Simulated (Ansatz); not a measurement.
Crystal: Si.

```
Si
1.0
     3.83132    0.00000    0.00000
    -1.91566    3.31802    0.00000
     0.00000    0.00000    6.33262
Si
4
Direct
  0.66667 0.33333 0.93699
  0.33333 0.66667 0.43699
  0.66667 0.33333 0.56301
  0.33333 0.66667 0.06301
```

This isn't the form of Si at room conditions, which is diamond.

| Property | Result |
| --- | --- |
| Program | Ansatz 0.2.0 |
| Task | relaxation of cell and atoms |
| Functional | RPBE |
| Potentials or basis | Ansatz PAW |
| Cutoff | 420 eV (not typed: the program's choice for these potentials) |
| k mesh | 8 × 8 × 4 |
| Occupations | fermi-dirac, width 0.05 eV |
| Spin | no spin polarisation |

At the start: volume 20.13 Å³/atom.

Task: Where does the relaxation end?

Result: It ends after 5 steps and the volume is 20.81 Å³/atom (+3.4 %); space group P6_3/mmc (No. 194, to 0.05 Å).

The path:
| step | energy change (eV) | largest force (eV/Å) | volume (Å³) |
| --- | --- | --- | --- |
| 1 | 0.0000 | 0.0052 | 80.50 |
| 2 | -0.0234 | 0.0089 | 82.58 |
| 3 | -0.0246 | 0.0053 | 83.18 |
| 4 | -0.0246 | 0.0034 | 83.22 |
| 5 | -0.0250 | 0.0034 | 83.22 |

Final structure:
```cif
data_structure
_symmetry_space_group_name_H-M 'P 1'
_symmetry_Int_Tables_number 1
_cell_length_a 3.8760
_cell_length_b 3.8760
_cell_length_c 6.3965
_cell_angle_alpha 90.000
_cell_angle_beta 90.000
_cell_angle_gamma 120.000
_cell_volume 83.22
loop_
_atom_site_label
_atom_site_type_symbol
_atom_site_fract_x
_atom_site_fract_y
_atom_site_fract_z
_atom_site_occupancy
Si1 Si 0.66667 0.33333 0.93722 1
Si2 Si 0.33333 0.66667 0.43722 1
Si3 Si 0.66667 0.33333 0.56278 1
Si4 Si 0.33333 0.66667 0.06278 1
```

Caveat: the plane-wave basis is chosen anew once the cell has moved, so the energies of steps on either side of that aren't comparable; the PAW data sets come from PBE, with cores solved anew for the run's functional, which leaves a small shift of forces and pressure.
